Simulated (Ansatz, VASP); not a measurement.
**ZnS in VASP and in Ansatz**

```xyz
4
Lattice="3.8110 0.0095 0.0000 -1.8972 3.2957 0.0000 0.0000 0.0000 6.2340" Properties=species:S:1:pos:R:3 pbc="T T T"
Zn    0.0055    2.2003    0.0000
Zn    1.9082    1.1049    3.1170
S     0.0055    2.2003    2.4001
S     1.9082    1.1049    5.5171
```

Change from the starting cell: strain +0.0050 x Voigt [0, 0, 0, 0, 0, 1], atoms carried along.

Alike in both runs: task single point; functional PBEsol; k mesh 9 × 9 × 6; occupations gaussian, width 0.05 eV; no spin polarisation.

|  | VASP | Ansatz |
| --- | --- | --- |
| version | VASP 6.6.1 | Ansatz 0.2.0 |
| potentials or method | VASP PAW PBE potentials, release 64 (Zn, S) | scalar-relativistic, plane waves, PAW |
| plane-wave cutoff (eV) | 520 | 420 |
| valence electrons in the cell | 36 | 36 |

VASP gave:

```
gap on the k mesh at the Fermi level (eV)       : 2.12
least direct gap on the mesh (eV)               : 2.12
pressure (GPa)                                  : -1.1
largest component of the traceless stress (GPa) : 1.23
rms of the force components (eV/Å)              : 0.179
```

Q: Estimate Ansatz's values.

A: gap on the k mesh at the Fermi level (eV): 2.11; least direct gap on the mesh (eV): 2.11; pressure (GPa): -1.3; largest component of the traceless stress (GPa): 1.22; rms of the force components (eV/Å): 0.178.

Atom by atom the forces differ by 0.001 eV/Å (rms over components).

Caveats: the PAW data sets were made with another functional, which shifts forces and pressure a little (VASP).
